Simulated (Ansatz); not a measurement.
## Si2Ni (Fm-3m) under biaxial strain in the (001) plane

Aim: how do the optical modes of Si2Ni (Fm-3m) shift and split under this strain?

Method: DFT PBEsol, scalar-relativistic, plane waves, PAW; PAW set soft_1, in Ansatz 0.2.0.

## 1. The starting structure

The structure is cubic, space group Fm-3m (No. 225). Conventional cell: a = 5.406 Å, b = 5.406 Å, c = 5.406 Å, α = 90.00°, β = 90.00°, γ = 90.00°. Nearest to Si lie 4 Ni at 2.34 Å. Nearest to Ni lie 8 Si at 2.34 Å. Farther neighbours are not listed.

Structure file:

```cif
data_structure
_symmetry_space_group_name_H-M 'Fm-3m'
_symmetry_Int_Tables_number 225
_cell_length_a 5.4060
_cell_length_b 5.4060
_cell_length_c 5.4060
_cell_angle_alpha 90.000
_cell_angle_beta 90.000
_cell_angle_gamma 90.000
_cell_volume 157.99
loop_
_atom_site_label
_atom_site_type_symbol
_atom_site_symmetry_multiplicity
_atom_site_Wyckoff_symbol
_atom_site_fract_x
_atom_site_fract_y
_atom_site_fract_z
_atom_site_occupancy
Si1 Si 8 c 0.25000 0.75000 0.75000 1
Ni1 Ni 4 a 0.00000 0.00000 0.00000 1
```

## 2. Relaxation

Harmonic phonons are second derivatives at a point where the forces vanish, and they are wanted at zero stress, so atoms and cell are relaxed first.

input.yaml

```yaml
crystal:
  lattice:
    - [0.0, 2.703, 2.703]
    - [2.703, 0.0, 2.703]
    - [2.703, 2.703, 0.0]
  atoms:
    - { symbol: Si, position: [0.25, 0.25, 0.25] }
    - { symbol: Si, position: [0.75, 0.75, 0.75] }
    - { symbol: Ni, position: [0.0, 0.0, 0.0] }
kpoints:
  mp_grid: { grid: [14, 14, 14] }
hamiltonian:
  xc: pbesol
  pseudopotentials: { kind: paw, azcp: { folder: soft_1 }, xc_functional: pbe }
scf:
  occupations: { method: gaussian, width: 0.1 }
output:
  forces: true
  stress: true
  eigenvalues: true
relax:
  adjacent_minimum: "off"
  f_tol: 0.005
  max_steps: 80
  cell: { stress_tol: 0.05 }
```

Command:

```sh
ansatz run input.yaml --threads 4 --pin off --max-ram 10240MiB --backend cpu --events-out ev --progress --plain --runs-dir out
```

Numbers of over 12 decimals in the logs are rounded to 6 here.

The log of the run:

```text
Engine: ansatz 0.2.0, x86_64-unknown-linux-gnu
Pseudopotentials: kind: paw
Pseudopotential: Si, paw, valence charge 4, recommended cutoff 420 eV (normal), soft_1/Si.paw.azcp
Pseudopotential: Ni, paw, valence charge 18, recommended cutoff 420 eV (normal), soft_1/Ni.paw.azcp
Functional definition: PBEsol
  exchange = pbesol_x
  correlation = pbesol_c
Crystal: 3 atoms, lattice volume = 39.497 Å³
Basis set: ecut = 420 eV, 749 PW (Γ), exchange–correlation on 54×54×54 points (8 copies of the dense FFT grid, shifted against one another)
Bands: 17, of which v1, the nominal top of the filled ones, is band 13 counted from 1 (12 counted from 0)
Symmetry: 48 space group operations
Space group: Fm-3m (ITA 225), of the structure as read, at distance tolerance 3.4e-5 Å
k-points: 104 of 2744
Non-local potential: Si, projectors of the file, l = 0: 2, l = 1: 2, l = 2: 1
Non-local potential: Ni, projectors of the file, l = 0: 3, l = 1: 2, l = 2: 3, l = 3: 1
PAW form: soft (Blöchl's): semilocal exchange-correlation on the pseudo side does not see the compensation charge
PAW frozen core: Si, regenerated for the run's functional, and the local potential with it (the file was generated under x = pbe(κ = 0.804, μ = 0.219515), c = pbe(β = 0.066725))
PAW frozen core: Ni, regenerated for the run's functional, and the local potential with it (the file was generated under x = pbe(κ = 0.804, μ = 0.219515), c = pbe(β = 0.066725))
PAW one-centre angular grid: Si, 110 points (default); XC on 64 Gauss nodes
PAW one-centre angular grid: Ni, 590 points (default); XC on 64 Gauss nodes
Initial density: superposition of atomic densities (chi_scale 0.1, normalization cell, long waves kept (reshape's long-wave potential 0.00 eV rms))
Initial wavefunctions: pseudopotential atomic-orbital guess
Functional: x = pbesol(κ = 0.804, μ = 0.123457), c = pbesol(β = 0.046)
SCF iter   1: F=—  HF=-7050.199426 eV  |F-HF|=—  |Δ(HF+E_count)|=         —  Δρ=8.58e-2  dr2=3.85e0  ethr=3.10e-3  ⟨swp⟩=5.5  Hψ=9162  notcnv=0
preconditioner: auto → Kerker (q_TF=auto, 2.545 Å⁻¹)  [metal: Δε(μ)=0.016 eV  Ē_g=8.842 eV  σ=0.100 eV  W_gap=0.09  n_scr=14 (ndim 8)  ℏωp=25.1 eV  f_vac=0.000  D(μ)=0.64/eV (n_scr^D=0)]
SCF iter   2: F=—  HF=-7049.673632 eV  |F-HF|=—  |Δ(HF+E_count)|=   5.26e-1  Δρ=3.86e-2  dr2=1.06e0  ethr=3.10e-3  ⟨swp⟩=2.5  Hψ=3295  notcnv=0  defer=10
SCF iter   3: F=—  HF=-7049.364266 eV  |F-HF|=—  |Δ(HF+E_count)|=   3.09e-1  Δρ=2.32e-2  dr2=2.34e-1  ethr=3.10e-3  ⟨swp⟩=2.8  Hψ=3387  notcnv=0  defer=10
SCF iter   4: F=—  HF=-7049.327852 eV  |F-HF|=—  |Δ(HF+E_count)|=   3.64e-2  Δρ=1.00e-2  dr2=2.95e-2  ethr=8.99e-4  ⟨swp⟩=2.1  Hψ=2966  notcnv=0  defer=10
SCF iter   5: F=—  HF=-7049.327297 eV  |F-HF|=—  |Δ(HF+E_count)|=   5.56e-4  Δρ=4.93e-3  dr2=8.58e-3  ethr=1.14e-4  ⟨swp⟩=2.3  Hψ=2402  notcnv=0  defer=9
SCF iter   6: F=—  HF=-7049.326824 eV  |F-HF|=—  |Δ(HF+E_count)|=   4.73e-4  Δρ=2.41e-3  dr2=2.20e-3  ethr=3.30e-5  ⟨swp⟩=1.0  Hψ=1759  notcnv=0  defer=9
SCF iter   7: F=—  HF=-7049.326610 eV  |F-HF|=—  |Δ(HF+E_count)|=   2.13e-4  Δρ=3.92e-4  dr2=6.35e-5  ethr=8.47e-6  ⟨swp⟩=1.1  Hψ=1784  notcnv=0  defer=9
SCF iter   8: F=—  HF=-7049.326607 eV  |F-HF|=—  |Δ(HF+E_count)|=   3.76e-6  Δρ=3.05e-5  dr2=4.43e-7  ethr=2.44e-7  ⟨swp⟩=2.4  Hψ=2549  notcnv=0  defer=9
SCF iter   9: F=-7049.326607 eV  HF=-7049.326607 eV  |F-HF|=1.52e-8  |Δ(HF+E_count)|=   6.85e-8  Δρ=7.88e-6  dr2=2.24e-8  ethr=3.85e-10  ⟨swp⟩=6.2  Hψ=8427  notcnv=0
SCF 1 converged in 9 iterations: F = -7049.326607 eV  dr2 = 2.24e-8
  greatest PAW one-centre occupation: 1.000 electrons in one spin orbital (limit 2), on the Ni atom at site 2 (counted from 0), in its partial waves of l = 1
relax step   1: F+E_penalty+E_count = -7049.32660673 eV  Δ(F+E_penalty+E_count) = +0.000e0 eV  max|allowed force component| = 2.776e-17 eV/Å  Δτ_max = 0.0000 Å  P = -1.280 GPa  Ω = 39.497 Å³  (9 SCF iters, dr2 threshold 1.00e-7 eV, accepted)
Crystal: 3 atoms, lattice volume = 39.320 Å³
Initial density: handed on by an earlier stage of this run
Initial wavefunctions: those handed on with the density
iter 1 solved again at ethr=8.20e-7 eV; its pass at ethr=3.10e-3 eV (dr2=2.13e-4 eV) is discarded
SCF iter   1: F=—  HF=-7049.327713 eV  |F-HF|=—  |Δ(HF+E_count)|=         —  Δρ=8.90e-4  dr2=1.91e-4  ethr=8.20e-7  ⟨swp⟩=2.1  Hψ=9513  notcnv=0
preconditioner: auto → Kerker (q_TF=auto, 2.547 Å⁻¹)  [metal: Δε(μ)=0.069 eV  Ē_g=8.274 eV  σ=0.100 eV  W_gap=0.35  n_scr=14 (ndim 8)  ℏωp=25.1 eV  f_vac=0.000  D(μ)=0.91/eV (n_scr^D=8)]
SCF iter   2: F=—  HF=-7049.327682 eV  |F-HF|=—  |Δ(HF+E_count)|=   3.10e-5  Δρ=2.43e-4  dr2=2.23e-5  ethr=7.34e-7  ⟨swp⟩=1.2  Hψ=1882  notcnv=0
SCF iter   3: F=—  HF=-7049.327678 eV  |F-HF|=—  |Δ(HF+E_count)|=   4.25e-6  Δρ=1.04e-4  dr2=6.40e-6  ethr=8.58e-8  ⟨swp⟩=1.2  Hψ=1902  notcnv=0
SCF iter   4: F=—  HF=-7049.327677 eV  |F-HF|=—  |Δ(HF+E_count)|=   9.19e-7  Δρ=6.45e-5  dr2=1.77e-6  ethr=2.46e-8  ⟨swp⟩=2.3  Hψ=2784  notcnv=0
iter 5 did not close the SCF: its close was put off for the readings that it lacked (scf_convergence_deferred on its scf_iter line)
SCF iter   5: F=-7049.327677 eV  HF=-7049.327677 eV  |F-HF|=4.55e-9  |Δ(HF+E_count)|=   4.01e-8  Δρ=1.81e-5  dr2=9.10e-8  ethr=6.82e-9  ⟨swp⟩=2.3  Hψ=2548  notcnv=0
SCF iter   6: F=-7049.327677 eV  HF=-7049.327677 eV  |F-HF|=7.97e-10  |Δ(HF+E_count)|=   1.50e-8  Δρ=3.22e-6  dr2=4.75e-9  ethr=3.50e-10  ⟨swp⟩=3.0  Hψ=5832  notcnv=0
SCF 2 converged in 6 iterations: F = -7049.327677 eV  dr2 = 4.75e-9
relax step   2: F+E_penalty+E_count = -7049.32767664 eV  Δ(F+E_penalty+E_count) = -1.070e-3 eV  max|allowed force component| = 9.059e-17 eV/Å  Δτ_max = 0.0000 Å  P = -0.584 GPa  Ω = 39.320 Å³  energy of the carried Pulay correction = +3.606e-5 eV  (6 SCF iters, dr2 threshold 3.00e-7 eV, accepted)
Crystal: 3 atoms, lattice volume = 39.172 Å³
iter 1 solved again at ethr=5.94e-7 eV; its pass at ethr=3.10e-3 eV (dr2=1.54e-4 eV) is discarded
SCF iter   1: F=—  HF=-7049.328001 eV  |F-HF|=—  |Δ(HF+E_count)|=         —  Δρ=7.58e-4  dr2=1.38e-4  ethr=5.94e-7  ⟨swp⟩=2.1  Hψ=9406  notcnv=0
preconditioner: auto → Kerker (q_TF=auto, 2.548 Å⁻¹)  [metal: Δε(μ)=0.059 eV  Ē_g=8.301 eV  σ=0.100 eV  W_gap=0.30  n_scr=14 (ndim 8)  ℏωp=25.2 eV  f_vac=0.000  D(μ)=0.91/eV (n_scr^D=8)]
SCF iter   2: F=—  HF=-7049.327977 eV  |F-HF|=—  |Δ(HF+E_count)|=   2.44e-5  Δρ=2.05e-4  dr2=1.58e-5  ethr=5.32e-7  ⟨swp⟩=1.2  Hψ=1876  notcnv=0
SCF iter   3: F=—  HF=-7049.327974 eV  |F-HF|=—  |Δ(HF+E_count)|=   2.89e-6  Δρ=8.80e-5  dr2=4.53e-6  ethr=6.09e-8  ⟨swp⟩=1.2  Hψ=1929  notcnv=0
SCF iter   4: F=—  HF=-7049.327973 eV  |F-HF|=—  |Δ(HF+E_count)|=   6.01e-7  Δρ=5.41e-5  dr2=1.26e-6  ethr=1.74e-8  ⟨swp⟩=2.3  Hψ=2790  notcnv=0
iter 5 did not close the SCF: its close was put off for the readings that it lacked (scf_convergence_deferred on its scf_iter line)
SCF iter   5: F=-7049.327973 eV  HF=-7049.327973 eV  |F-HF|=2.09e-9  |Δ(HF+E_count)|=   2.62e-8  Δρ=1.52e-5  dr2=6.30e-8  ethr=4.83e-9  ⟨swp⟩=2.3  Hψ=2573  notcnv=0
SCF iter   6: F=-7049.327973 eV  HF=-7049.327973 eV  |F-HF|=4.74e-10  |Δ(HF+E_count)|=   1.08e-8  Δρ=2.60e-6  dr2=3.21e-9  ethr=2.42e-10  ⟨swp⟩=2.4  Hψ=5371  notcnv=0
SCF 3 converged in 6 iterations: F = -7049.327973 eV  dr2 = 3.21e-9
relax step   3: F+E_penalty+E_count = -7049.32797342 eV  Δ(F+E_penalty+E_count) = -2.968e-4 eV  max|allowed force component| = 1.141e-16 eV/Å  Δτ_max = 0.0000 Å  P = +0.009 GPa  Ω = 39.172 Å³  energy of the carried Pulay correction = +6.624e-5 eV  (6 SCF iters, dr2 threshold 3.00e-7 eV, accepted)
Initial wavefunctions: pseudopotential atomic-orbital guess (no wavefunctions were taken with the density)
iter 1 solved again at ethr=5.64e-7 eV; its pass at ethr=3.10e-3 eV (dr2=1.47e-4 eV) is discarded
SCF iter   1: F=—  HF=-7049.327901 eV  |F-HF|=—  |Δ(HF+E_count)|=         —  Δρ=6.70e-6  dr2=4.62e-9  ethr=5.64e-7  ⟨swp⟩=2.9  Hψ=13879  notcnv=0
eigensolver tolerance schedule: the retry pair's looser diagonalisation over-reported the residual by 31693.86 of it (diagonalisation noise at an unbounded share of the residual, at the tolerance the schedule requests for it); recorded, not acted on — ethr = c·dr2/N_el stays at c = 1.0e-1
preconditioner: auto → Kerker (q_TF=auto, 2.548 Å⁻¹)  [metal: Δε(μ)=0.062 eV  Ē_g=8.302 eV  σ=0.100 eV  W_gap=0.32  n_scr=14 (ndim 8)  ℏωp=25.2 eV  f_vac=0.000  D(μ)=0.90/eV (n_scr^D=8)]
SCF iter   2: F=—  HF=-7049.327908 eV  |F-HF|=—  |Δ(HF+E_count)|=   7.36e-6  Δρ=4.68e-6  dr2=5.45e-9  ethr=1.78e-11  ⟨swp⟩=3.1  Hψ=4135  notcnv=0
SCF iter   3: F=—  HF=-7049.327908 eV  |F-HF|=—  |Δ(HF+E_count)|=   1.15e-9  Δρ=1.73e-6  dr2=1.02e-9  ethr=1.78e-11  ⟨swp⟩=1.0  Hψ=1768  notcnv=0
SCF iter   4: F=—  HF=-7049.327908 eV  |F-HF|=—  |Δ(HF+E_count)|=  3.48e-10  Δρ=6.02e-7  dr2=1.54e-10  ethr=3.91e-12  ⟨swp⟩=2.4  Hψ=2632  notcnv=0
iter 5 did not close the SCF: its close was put off for the readings that it lacked (scf_convergence_deferred on its scf_iter line)
SCF iter   5: F=-7049.327908 eV  HF=-7049.327908 eV  |F-HF|=1.18e-11  |Δ(HF+E_count)|=  2.64e-11  Δρ=1.67e-7  dr2=1.40e-11  ethr=1.00e-12  ⟨swp⟩=1.0  Hψ=1770  notcnv=0
SCF iter   6: F=-7049.327908 eV  HF=-7049.327908 eV  |F-HF|=1.82e-12  |Δ(HF+E_count)|=  1.82e-12  Δρ=8.44e-8  dr2=3.02e-12  ethr=1.00e-12  ⟨swp⟩=4.1  Hψ=7668  notcnv=0
SCF 4 converged in 6 iterations: F = -7049.327908 eV  dr2 = 3.02e-12
relax step   4: F+E_penalty+E_count = -7049.32790828 eV  Δ(F+E_penalty+E_count) = +6.514e-5 eV  max|allowed force component| = 5.860e-17 eV/Å  Δτ_max = 0.0000 Å  P = +0.009 GPa  Ω = 39.172 Å³  stress off target by 8.79e-3 GPa  SCF on the basis re-selected at this cell (its energy is not comparable with the rows above)  (6 SCF iters)
basis re-selected at this cell: Δ(F+E_penalty+E_count) = +6.514e-5 eV, ΔP = +0.000 GPa vs the last step (what re-selecting the basis moved, of the pressure what is left beyond the Pulay correction that the steps carried, after the strain that the cell walked since its last selection, with what the two solves' SCF thresholds leave and, on support functions, any second-order correction that the steps lacked; it is no m [...]
SCF converged after 6 iterations
Free energy (F): -7049.327908 eV
Harris-Foulkes:  -7049.327908 eV  (|F-HF|=1.82e-12)
Internal energy: -7049.323387 eV  (E = F + TS)
E sigma→0 (E₀):  -7049.325648 eV
Entropy (-TS):   -0.004521 eV (-1.507 meV/atom)
Fermi energy:    13.308491 eV
--- Per-component energies (eV) ---
  E_band       = -344.493053
  E_kinetic    = 430.028285
  E_local      = -4195.976023  (includes V_loc(G=0)·N_el)
  E_nonlocal   = -75.331333
  E_hartree    = 2169.342179
  E_xc         = -228.537636
  E_vxc        = -247.083201  (∫ρ·V_xc dr)
  E_paw        = -2614.284414  (= ΣΔE_a)
  E_vpaw       = -594.815933  (= ΣTr[D̂ρ^β])
  E_aug_tail   = 0.000930  (compensation charges beyond the density's cutoff)
  E_ewald      = -2534.825787
  E_core_change = 0.260411  (= ΣΔE_core)
  E_smearing   = -0.004521  (= −TS)
  E_closure    = -0.000000  (closes the sum)
  Σ components = -7049.327908   (vs F -7049.327908, Δ=0.00e0)
--- Forces (eV/Å), atoms counted from 1 ---
  atom   1  Si    -0.00000000    -0.00000000    -0.00000000
  atom   2  Si     0.00000000     0.00000000    -0.00000000
  atom   3  Ni     0.00000000    -0.00000000     0.00000000
  max |Σ_I F_I| component: 3.01e-17 eV/Å
--- Stress (GPa, compression-positive) ---
        0.008794      -0.000000      -0.000000
       -0.000000       0.008794      -0.000000
       -0.000000      -0.000000       0.008794
  P = ⅓ Tr σ = 0.0088 GPa (0.088 kbar)
--- Band table (eV; the first three rows and the last of 104) ---
  k-point 0: bands = [... 9 lower, 9.6981, 13.0308, 14.9962, 14.9962, 14.9962, 15.4652, 15.4652, 15.4652]
  k-point 1: bands = [... 9 lower, 9.6831, 12.9246, 14.0970, 14.5477, 14.5477, 15.9287, 15.9287, 16.5444]
  k-point 2: bands = [... 9 lower, 9.6473, 12.1500, 13.9095, 13.9630, 13.9630, 16.2572, 16.2572, 17.3195]
  k-point 103: bands = [... 9 lower, 9.5218, 9.5989, 10.0393, 10.7780, 14.8311, 16.2453, 17.2375, 19.1423]
--- Relaxed structure (3 steps of the walk, 3 accepted, 1 SCFs on fresh bases) ---
  F+E_penalty+E_count = -7049.32790828 eV   max|allowed force component| = 5.860e-17 eV/Å   (the final SCF, on the basis selected at the relaxed cell)
  cell:  # Å, volume = 39.1721 Å³
    - [0, 2.695560, 2.695560]
    - [2.695560, 0, 2.695560]
    - [2.695560, 2.695560, 0]
  atoms:
    - { symbol: Si, position: [0.25, 0.25, 0.25] }
    - { symbol: Si, position: [0.75, 0.75, 0.75] }
    - { symbol: Ni, position: [0, 0, 0] }
```

Wall time 40 s (4 threads of Intel Xeon at 2.50GHz (Skylake/Cascade Lake), shared host); peak memory 0.41 GiB; 40 s of CPU time.

This run has no spin polarisation, although Ni can carry a moment.

Relaxation path:

| step | energy less that of the first step (eV) | largest force component (eV/Å) | pressure (GPa) | volume (Å³) |
| --- | --- | --- | --- | --- |
| 1 | 0.0000 | 0.0000 | -1.28 | 39.50 |
| 2 | -0.0011 | 0.0000 | -0.58 | 39.32 |
| 3 | -0.0014 | 0.0000 | 0.01 | 39.17 |
| 4* | -0.0013 | 0.0000 | 0.01 | 39.17 |

Relaxation steps marked * repeat the geometry before them on a plane-wave basis chosen anew for their cell, so energy and pressure can jump there.

The run keeps the 48 symmetry operations that it works with, so distortions that break them were not tested.

```
conventional cell, symmetrised  before  after  change
                         a (Å)   5.406  5.391  -0.3 %
                         b (Å)   5.406  5.391  -0.3 %
                         c (Å)   5.406  5.391  -0.3 %
              volume (Å³/atom)   13.17  13.06  -0.8 %
```

Final coordinates:

```
Si Ni
1.0
     0.00000    2.69556    2.69556
     2.69556    0.00000    2.69556
     2.69556    2.69556    0.00000
Si Ni
2 1
Direct
  0.25000 0.25000 0.25000
  0.75000 0.75000 0.75000
  0.00000 0.00000 0.00000
```

Numbers from this step:

| Property | Result |
| --- | --- |
| pressure | 0.008794 GPa |
| volume per atom | 13.06 Å³ |
| gap on the k-mesh | 0 eV |

In this step the volume went from 13.17 to 13.06 Å³/atom.

## 3. Tight relaxation

Phonons need small forces and stress, so the relaxation is finished with tight tolerances on 16×16×16 k points.

input.yaml, the sections that differ from step 2:

```yaml
crystal:
  lattice:
    - [0.0, 2.6955601789, 2.6955601789]
    - [2.6955601789, 0.0, 2.6955601789]
    - [2.6955601789, 2.6955601789, 0.0]
  atoms:
    - { symbol: Si, position: [0.25, 0.25, 0.25] }
    - { symbol: Si, position: [0.75, 0.75, 0.75] }
    - { symbol: Ni, position: [0.0, 0.0, 0.0] }
kpoints:
  mp_grid: { grid: [16, 16, 16] }
scf:
  occupations: { method: methfessel_paxton, width: 0.2 }
relax:
  adjacent_minimum: "off"
  f_tol: 0.001
  max_steps: 60
  cell: { stress_tol: 0.01 }
# hamiltonian, output: as in step 2
```

The log of the run:

```text
[...]
Crystal: 3 atoms, lattice volume = 39.172 Å³
Basis set: ecut = 420 eV, 749 PW (Γ), exchange–correlation on 54×54×54 points (8 copies of the dense FFT grid, shifted against one another)
Bands: 17, of which v1, the nominal top of the filled ones, is band 13 counted from 1 (12 counted from 0)
Symmetry: 48 space group operations
[...]
k-points: 145 of 4096
[...]
k-point 144: bands = [... 9 lower, 9.4745, 9.6002, 10.0423, 10.8040, 15.5183, 15.5183, 17.8402, 18.4974]
--- Relaxed structure (3 steps of the walk, 3 accepted, 1 SCFs on fresh bases) ---
[...]
cell:  # Å, volume = 39.1387 Å³
    - [0, 2.694794, 2.694794]
    - [2.694794, 0, 2.694794]
    - [2.694794, 2.694794, 0]
  atoms:
    - { symbol: Si, position: [0.250000, 0.250000, 0.250000] }
    - { symbol: Si, position: [0.75, 0.75, 0.75] }
    - { symbol: Ni, position: [0, 0, 0] }
[key lines of the parts left out:]
SCF converged after 6 iterations
Free energy (F): -7049.325919 eV
Fermi energy:    13.274194 eV
P = ⅓ Tr σ = -0.0003 GPa (-0.003 kbar)
```

Wall time 50 s (4 threads); peak memory 0.44 GiB; 51 s of CPU time.

Little changed from the start: no atom moved by 0.005 Å and no cell edge by 0.1 %.

This step gave:

```yaml
pressure: -3.19e-4 GPa
volume_per_atom: 13.05 Å³
```

The forces vanish by symmetry and the pressure is 0.000 GPa, within the tolerances set. The cell now holds 13.05 Å³/atom.

(Part 1 of 3 ends here.)

[Logs are printed without paths, hosts, clocks, repeated set-up lines and the standing remarks that a program may print on its own settings, such as how far it seeks lower states.]

[Hosts, paths, dates, database ids (printed as entryN), source tags and the programs' standing remarks are cut or masked in the printed files.]
